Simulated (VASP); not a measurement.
# MgO (Periclase) (Fm-3m) in VASP: further runs

The runs below take MgO (Periclase) through relaxation of cell and atoms, with r2SCAN, PBE.

Program: VASP 6.6.1. These are calculated values, not measurements. Logs are shortened: lines on timing, memory, paths and dates and some standing lists are left out, and cuts for length are marked.

### 1 The structure

Symmetry: Fm-3m, No. 225, cubic system. Conventional cell: a = 4.188 Å, b = 4.188 Å, c = 4.188 Å, α = 90.00°, β = 90.00°, γ = 90.00°. Mg (site symmetry m-3m) has 6 O at 2.09 Å as nearest neighbours. O (site symmetry m-3m) is surrounded by 6 Mg at 2.09 Å.

### 2 Relaxation of cell and atoms, r2SCAN, target pressure 0.61 GPa, at which the enthalpy is minimised

Input file INCAR:

```
ALGO = Normal ; EDIFF = 1E-7
EDIFFG = -0.005 ; ENCUT = 600
IBRION = 2 ; ISIF = 3
ISMEAR = 0 ; LASPH = True
LCHARG = False ; LMIXTAU = True
LREAL = False ; LWAVE = False
METAGGA = R2SCAN ; NELM = 80
NSW = 90 ; PREC = Accurate
PSTRESS = 6.1 ; SIGMA = 0.03
```

Input file KPOINTS:

```
k-points
0
Gamma
  12 12 12
```

Input file POSCAR:

```
MgO                                     
1.0
    0.0000000000      2.0939384823      2.0939384823
    2.0939384823     -0.0000000000      2.0939384823
    2.0939384823      2.0939384823      0.0000000000
  Mg              O             
     1     1
Direct
     0.0000000000000000    0.0000000000000000    0.0000000000000000
     0.5000000000000000    0.5000000000000000    0.5000000000000000
```

Potentials or basis: VASP PAW PBE potentials, release 64 (Mg, O).

Run with:

```console
cat potpaw_PBE.64/Mg/POTCAR potpaw_PBE.64/O/POTCAR > POTCAR
mpirun -np 1 vasp_std > vasp.out
```

OUTCAR:

```text
EDIFF = 1E-7
   EDIFFG = -0.005
   ENCUT = 600
   IBRION = 2
   ISIF = 3
   ISMEAR = 0
   LASPH = True
   LREAL = False
   METAGGA = R2SCAN
   NELM = 80
   NSW = 90
   PREC = Accurate
   PSTRESS = 6.1

 ion  position               nearest neighbor table
   1  0.000  0.000  0.000-   2 2.09   2 2.09   2 2.09   2 2.09   2 2.09   2 2.09
   2  0.500  0.500  0.500-   1 2.09   1 2.09   1 2.09   1 2.09   1 2.09   1 2.09

  LATTYP: Found a face centered cubic cell.
 ALAT       =     4.1878769646

  Lattice vectors:

 A1 = (   0.0000000000,   2.0939384823,   2.0939384823)
 A2 = (   2.0939384823,   0.0000000000,   2.0939384823)
 A3 = (   2.0939384823,   2.0939384823,   0.0000000000)

Analysis of symmetry for initial positions (statically):
=====================================================================
 Subroutine PRICEL returns:
 Original cell was already a primitive cell.

 Routine SETGRP: Setting up the symmetry group for a
 face centered cubic supercell.

 Subroutine GETGRP returns: Found 48 space group operations
 (whereof 48 operations were pure point group operations)
 out of a pool of 48 trial point group operations.

The static configuration has the point symmetry O_h .

Analysis of symmetry for dynamics (positions and initial velocities):
=====================================================================
 Subroutine PRICEL returns:
 Original cell was already a primitive cell.

 Routine SETGRP: Setting up the symmetry group for a
 face centered cubic supercell.

 Subroutine GETGRP returns: Found 48 space group operations
 (whereof 48 operations were pure point group operations)
 out of a pool of 48 trial point group operations.

The dynamic configuration has the point symmetry O_h .

 Subroutine INISYM returns: Found 48 space group operations
 (whereof 48 operations are pure point group operations),
 and found     1 'primitive' translations

----------------------------------------------------------------------------------------

                                     Primitive cell

  volume of cell :      18.3621

  direct lattice vectors                    reciprocal lattice vectors
     0.000000000  2.093938482  2.093938482    -0.238784474  0.238784474  0.238784474
     2.093938482  0.000000000  2.093938482     0.238784474 -0.238784474  0.238784474
     2.093938482  2.093938482  0.000000000     0.238784474  0.238784474 -0.238784474

  length of vectors
     2.961276200  2.961276200  2.961276200     0.413586842  0.413586842  0.413586842

[... 89 lines left out ...]
   TEBEG  =    0.0;   TEEND  =   0.0 temperature during run
   PSTRESS=    6.1 pullay stress
   NELECT =       8.0000    total number of electrons
   NUPDOWN=      -1.0000    fix difference up-down
   EMIN   =  10.00;   EMAX   =-10.00  energy-range for DOS
   EFERMI =   0.00;   METHOD = LEGACY
   ISMEAR =     0;   SIGMA  =   0.03  broadening in eV -4-tet -1-fermi 0-gaus
   EFERMI_NEDOS =   21; number of points for ismear=-14 and -15
   IALGO  =     38    algorithm
   IMIX   =      4    mixing-type and parameters
     AMIX     =   0.40;   BMIX     =  1.00
     AMIX_MAG =   1.60;   BMIX_MAG =  1.00
  volume/ion in A,a.u.               =       9.18        61.96
  Fermi-wavevector in a.u.,A,eV,Ry     =   1.241074  2.345289 20.956563  1.540264
  Thomas-Fermi vector in A             =   2.375487
   LORBIT       =      0    0 simple, 1 ext, 2 COOP (PROOUT), +10 PAW based schemes
   METAGGA = R2SCAN    functional components
   LHFCALC =     F    Hartree Fock is set to
   AEXX    =    0.0000 exact exchange contribution
   IVDW    =     0    specifies the selected vdW correction
   LEPSILON=     F    determine dielectric tensor
   LRPA    =     F    only Hartree local field effects (RPA)
 conjugate gradient relaxation of ions
 non-spin polarized calculation
 Gauss-broadening in eV      SIGMA  =   0.03
  energy-cutoff  :      600.00
  volume of cell :       18.36
 maximum number of plane-waves:       625
   NGX = 11   NGY = 11   NGZ = 11

 number of electron       8.0000003 magnetization

 Free energy of the ion-electron system (eV)
  ---------------------------------------------------
  ext. energy  EPLUGINS =         0.00000000
  ---------------------------------------------------
  free energy    TOTEN  =       -16.16492591 eV

  energy without entropy =      -16.16492591  energy(sigma->0) =      -16.16492591

 E-fermi :   3.0994     XC(G=0): -11.6825

 val. band max:        2.9017038380   @ k =   0.0000   0.0000   0.0000
 cond. band min:       8.6853906658   @ k =   0.0000   0.0000   0.0000
 fundamental gap:      5.7836868277
 Fermi energy:         3.0993660209

 k-point     1 :       0.0000    0.0000    0.0000
  band No.  band energies     occupation
      1     -15.3869      2.00000
      2       2.9017      2.00000
      3       2.9017      2.00000
      4       2.9017      2.00000
      5       8.6854      0.00000
      6      19.8407      0.00000
      7      19.8407      0.00000
      8      19.8407      0.00000
[... 243 lines left out ...]
 k-point    24 :      -0.4167    0.1667    0.0000
  band No.  band energies     occupation
      1     -14.0107      2.00000
      2      -1.3773      2.00000
      3       1.2834      2.00000
      4       2.0782      2.00000
      5      13.0134      0.00000
      6      16.6015      0.00000
      7      18.4386      0.00000
      8      21.2220      0.00000

 [... further k-points ...]

------------------------ aborting loop because EDIFF is reached ----------------------------------------

  FORCE on cell =-STRESS in cart. coord.  units (eV):
  Direction    XX          YY          ZZ          XY          YZ          ZX
  --------------------------------------------------------------------------------------
  -------------------------------------------------------------------------------------
  Total        0.0731239      0.0731239      0.0731239      0.0000000     -0.0000000      0.0000000
  in kB        6.3804030      6.3804030      6.3804030      0.0000000     -0.0000000      0.0000000
  external PRESSURE =       0.2804030 kB  Pullay stress =       6.1000000 kB

 VOLUME and BASIS-vectors are now :
 -----------------------------------------------------------------------------
  energy-cutoff  :      600.00
  volume of cell :       18.36
      direct lattice vectors                 reciprocal lattice vectors
     0.000000000  2.093938482  2.093938482    -0.238784474  0.238784474  0.238784474
     2.093938482  0.000000000  2.093938482     0.238784474 -0.238784474  0.238784474
     2.093938482  2.093938482  0.000000000     0.238784474  0.238784474 -0.238784474

 POSITION                                       TOTAL-FORCE (eV/Angst)
 -----------------------------------------------------------------------------------
      0.00000      0.00000      0.00000         0.000000      0.000000      0.000000
      2.09394      2.09394      2.09394        -0.000000     -0.000000     -0.000000
 -----------------------------------------------------------------------------------
    total drift:                               -0.000000     -0.000000      0.000000

  FREE ENERGIE OF THE ION-ELECTRON SYSTEM (eV)
  ---------------------------------------------------
  free  energy   TOTEN  =       -16.1649259085 eV

  energy  without entropy=      -16.1649259085  energy(sigma->0) =      -16.16492591

  enthalpy is  TOTEN    =       -16.0950156347 eV   P V=        0.0699102739

 reached required accuracy - stopping structural energy minimisation
```

It took 54 s on 1 thread of AMD EPYC 9R14 (Zen 4), shared host; peak memory 0.12 GiB.

What came out:

```
Free energy             : -16.1649 eV
Pressure after relaxing : 0.6 GPa
Band gap on the k mesh  : 5.78 eV, direct
```

Final structure:
```
Mg O
1.0
     0.00000    2.09394    2.09394
     2.09394    0.00000    2.09394
     2.09394    2.09394    0.00000
Mg O
1 1
Direct
  0.00000 0.00000 0.00000
  0.50000 0.50000 0.50000
```

Caveat: the relaxation stopped at its first step, so nothing moved; the cell is relaxed towards a set pressure, so the enthalpy falls and the energy may rise; the PAW data sets were made with another functional, which shifts forces and pressure a little. r2SCAN opens gaps a little over a GGA but as a rule still falls short of measured ones.

### 3 Relaxation of cell and atoms, PBE

This run uses another cell than the first one, of 9.37 Å³/atom, 1.021 times its volume.

Input file INCAR:

```
ALGO = Normal
EDIFF = 1E-6
EDIFFG = -0.01
ENCUT = 600
GGA = PE
IBRION = 2
ISIF = 3
ISMEAR = 0
LASPH = True
LCHARG = False
LREAL = False
LWAVE = False
NELM = 80
NSW = 90
PREC = Accurate
SIGMA = 0.03
```

KPOINTS is that of step 2.

Input file POSCAR:

```
MgO
1.0
    0.0000000000      2.1085000000      2.1085000000
    2.1085000000      0.0000000000      2.1085000000
    2.1085000000      2.1085000000      0.0000000000
Mg O
1 1
Direct
    0.0000000000      0.0000000000      0.0000000000
    0.5000000000      0.5000000000      0.5000000000
```

Potentials or basis: VASP PAW PBE potentials, release 64 (Mg, O).

Run with:

```console
cat potpaw_PBE.64/Mg/POTCAR potpaw_PBE.64/O/POTCAR > POTCAR
mpirun -np 1 vasp_std > vasp.out
```

OUTCAR:

```text
EDIFF = 1E-6
   EDIFFG = -0.01
   ENCUT = 600
   GGA = PE
   IBRION = 2
   ISIF = 3
   ISMEAR = 0
   LASPH = True
   LREAL = False
   NELM = 80
   NSW = 90
   PREC = Accurate

 ion  position               nearest neighbor table
   1  0.000  0.000  0.000-   2 2.11   2 2.11   2 2.11   2 2.11   2 2.11   2 2.11
   2  0.500  0.500  0.500-   1 2.11   1 2.11   1 2.11   1 2.11   1 2.11   1 2.11

  LATTYP: Found a face centered cubic cell.
 ALAT       =     4.2170000000

  Lattice vectors:

 A1 = (   0.0000000000,   2.1085000000,   2.1085000000)
 A2 = (   2.1085000000,   0.0000000000,   2.1085000000)
 A3 = (   2.1085000000,   2.1085000000,   0.0000000000)

Analysis of symmetry for initial positions (statically):
=====================================================================
 Subroutine PRICEL returns:
 Original cell was already a primitive cell.

 Routine SETGRP: Setting up the symmetry group for a
 face centered cubic supercell.

 Subroutine GETGRP returns: Found 48 space group operations
 (whereof 48 operations were pure point group operations)
 out of a pool of 48 trial point group operations.

The static configuration has the point symmetry O_h .

Analysis of symmetry for dynamics (positions and initial velocities):
[... 170 lines left out ...]
  in kB       30.8915279     30.8915279     30.8915279      0.0000000      0.0000000     -0.0000000
  external PRESSURE =      30.8915279 kB  Pullay stress =       0.0000000 kB
[... 59 lines left out ...]
--------------------------------------- Ionic step        3  -------------------------------------------

 number of electron       8.0000004 magnetization

 Free energy of the ion-electron system (eV)
  ---------------------------------------------------
  ext. energy  EPLUGINS =         0.00000000
  ---------------------------------------------------
  free energy    TOTEN  =       -11.91408016 eV

  energy without entropy =      -11.91408016  energy(sigma->0) =      -11.91408016

 E-fermi :   3.2409     XC(G=0): -10.9683

 val. band max:        3.0120555565   @ k =   0.0000   0.0000   0.0000
 cond. band min:       7.5158317806   @ k =   0.0000   0.0000   0.0000
 fundamental gap:      4.5037762241
 Fermi energy:         3.2408666576

 k-point     1 :       0.0000    0.0000    0.0000
  band No.  band energies     occupation
      1     -14.1327      2.00000
      2       3.0121      2.00000
      3       3.0121      2.00000
      4       3.0121      2.00000
      5       7.5158      0.00000
      6      18.6816      0.00000
      7      18.6816      0.00000
      8      18.6816      0.00000
[... 243 lines left out ...]
 k-point    24 :      -0.4167    0.1667    0.0000
  band No.  band energies     occupation
      1     -12.8243      2.00000
      2      -1.1072      2.00000
      3       1.4784      2.00000
      4       2.2580      2.00000
      5      11.9026      0.00000
      6      15.1289      0.00000
      7      16.9606      0.00000
      8      19.6909      0.00000

 [... further k-points ...]

------------------------ aborting loop because EDIFF is reached ----------------------------------------

  FORCE on cell =-STRESS in cart. coord.  units (eV):
  Direction    XX          YY          ZZ          XY          YZ          ZX
  --------------------------------------------------------------------------------------
  -------------------------------------------------------------------------------------
  Total       -0.0010112     -0.0010112     -0.0010112      0.0000000      0.0000000      0.0000000
  in kB       -0.0847166     -0.0847166     -0.0847166      0.0000000      0.0000000      0.0000000
  external PRESSURE =      -0.0847166 kB  Pullay stress =       0.0000000 kB
[... 17 lines left out ...]
  FREE ENERGIE OF THE ION-ELECTRON SYSTEM (eV)
  ---------------------------------------------------
  free  energy   TOTEN  =       -11.9140801577 eV

  energy  without entropy=      -11.9140801577  energy(sigma->0) =      -11.91408016

 reached required accuracy - stopping structural energy minimisation
```

OSZICAR:

```text
N       E                     dE             d eps       ncg     rms          rms(c)
DAV:   1     0.188707478718E+02    0.18871E+02   -0.51741E+03  1328   0.100E+03
DAV:   2    -0.129640397836E+02   -0.31835E+02   -0.29610E+02  1360   0.153E+02
DAV:   3    -0.134676986852E+02   -0.50366E+00   -0.50366E+00  1552   0.225E+01
DAV:   4    -0.134682444192E+02   -0.54573E-03   -0.54573E-03  1568   0.750E-01
[... 17 lines left out ...]
DAV:   1    -0.119162041346E+02   -0.24783E-02   -0.45974E-02  1152   0.220E+00    0.349E-01
DAV:   2    -0.119141125430E+02    0.20916E-02   -0.15395E-02  1152   0.912E-01    0.340E-02
DAV:   3    -0.119140889697E+02    0.23573E-04   -0.13464E-04  1264   0.142E-01    0.213E-02
DAV:   4    -0.119140799505E+02    0.90192E-05   -0.11804E-05  1184   0.378E-02    0.475E-03
DAV:   5    -0.119140801577E+02   -0.20723E-06   -0.13646E-06   624   0.918E-03
   3 F= -.11914080E+02 E0= -.11914080E+02  d E =-.358176E-02
```

CONTCAR:

```text
MgO
   1.00000000000000
    -0.0000000000000000    2.1224813280066148    2.1224813280066148
     2.1224813280066148    0.0000000000000000    2.1224813280066148
     2.1224813280066148    2.1224813280066148   -0.0000000000000000
  Mg              O
     1     1
Direct
     0.0000000000000000    0.0000000000000000    0.0000000000000000
     0.5000000000000000    0.5000000000000000    0.5000000000000000

  0.00000000E+00  0.00000000E+00  0.00000000E+00
  0.00000000E+00  0.00000000E+00  0.00000000E+00
```

It took 14 s on 1 thread of Intel Xeon Platinum 8559C (Emerald Rapids), shared host; peak memory 0.15 GiB.

Results:

```
Free energy                            : -11.9141 eV
Relaxed volume                         : 9.56 Å³/atom
Relaxed cell                           : a = 3.002 Å, b = 3.002 Å, c = 3.002 Å, α = 60.00°, β = 60.00°, γ = 60.00°
Space group after relaxing (to 0.05 Å) : Fm-3m (No. 225)
Energy gained by relaxing              : 1.8 meV/atom
Ionic steps                            : 3
Pressure after relaxing                : 0.0 GPa
Band gap on the k mesh                 : 4.50 eV, direct
```

The path:
| step | energy change (eV) | largest force (eV/Å) | pressure (GPa) | volume (Å³) |
| --- | --- | --- | --- | --- |
| 1 | 0.0000 | 0.0000 | 3.09 | 18.75 |
| 2 | -0.0032 | 0.0000 | -0.93 | 19.24 |
| 3 | -0.0036 | 0.0000 | -0.01 | 19.12 |

Final structure:
```
Mg O
1.0
     0.00000    2.12248    2.12248
     2.12248    0.00000    2.12248
     2.12248    2.12248    0.00000
Mg O
1 1
Direct
  0.00000 0.00000 0.00000
  0.50000 0.50000 0.50000
```

Levels at points of the mesh, in eV from the valence-band top:
| k point | band 1 | band 2 | band 3 | band 4 | band 5 | band 6 | band 7 | band 8 |
| --- | --- | --- | --- | --- | --- | --- | --- | --- |
| (0.00, 0.00, 0.00) | -17.14 | 0.00 | 0.00 | 0.00 | 4.50 | 15.67 | 15.67 | 15.67 |
| (0.50, 0.00, 0.00) | -15.92 | -4.51 | -0.63 | -0.63 | 7.75 | 12.34 | 16.07 | 16.07 |
| (0.50, 0.50, 0.00) | -15.67 | -3.99 | -1.32 | -1.32 | 9.09 | 9.72 | 12.85 | 18.62 |

A k mesh can miss the band edges. PBE usually gives volumes a little too large and moduli too small.

### 4 Relaxation of cell and atoms, PBE

This run uses another cell than the first one, of 9.56 Å³/atom, 1.041 times its volume.

Edit INCAR of step 3 so:

```diff
@@ -1,4 +1,4 @@
 ALGO = Normal
-EDIFF = 1E-6
-EDIFFG = -0.01
+EDIFF = 1E-7
+EDIFFG = -0.005
 ENCUT = 600
```

KPOINTS is that of step 3.

Input file POSCAR:

```
MgO                                     
1.0
   -0.0000000000      2.1224813280      2.1224813280
    2.1224813280      0.0000000000      2.1224813280
    2.1224813280      2.1224813280     -0.0000000000
  Mg              O             
     1     1
Direct
     0.0000000000000000    0.0000000000000000    0.0000000000000000
     0.5000000000000000    0.5000000000000000    0.5000000000000000
```

Run with:

```console
cat potpaw_PBE.64/Mg/POTCAR potpaw_PBE.64/O/POTCAR > POTCAR
mpirun -np 1 vasp_std > vasp.out
```

It used 5.1 s of CPU time on 1 thread of Intel(R) Xeon(R) Platinum 8559C (Emerald Rapids), with other jobs on the host, which was overloaded at the time.

Results (log left out):

```yaml
Free_energy: -11.9150 eV
Pressure_after_relaxing: 0.0 GPa
Band_gap_on_the_k_mesh: 4.50 eV, direct
```

Final structure:
```xyz
2
Lattice="0.0000 2.1225 2.1225 2.1225 0.0000 2.1225 2.1225 2.1225 0.0000" Properties=species:S:1:pos:R:3 pbc="T T T"
Mg    0.0000    0.0000    0.0000
O     2.1225    2.1225    2.1225
```

Levels at points of the mesh, in eV from the valence-band top:
```tsv
k point	band 1	band 2	band 3	band 4	band 5	band 6	band 7	band 8
(0.00, 0.00, 0.00)	-17.14	0.00	0.00	0.00	4.50	15.67	15.67	15.67
(0.50, 0.00, 0.00)	-15.92	-4.51	-0.63	-0.63	7.75	12.34	16.07	16.07
(0.50, 0.50, 0.00)	-15.67	-3.99	-1.32	-1.32	9.09	9.72	12.85	18.62
```

Caveat: the relaxation stopped at its first step, so nothing moved.
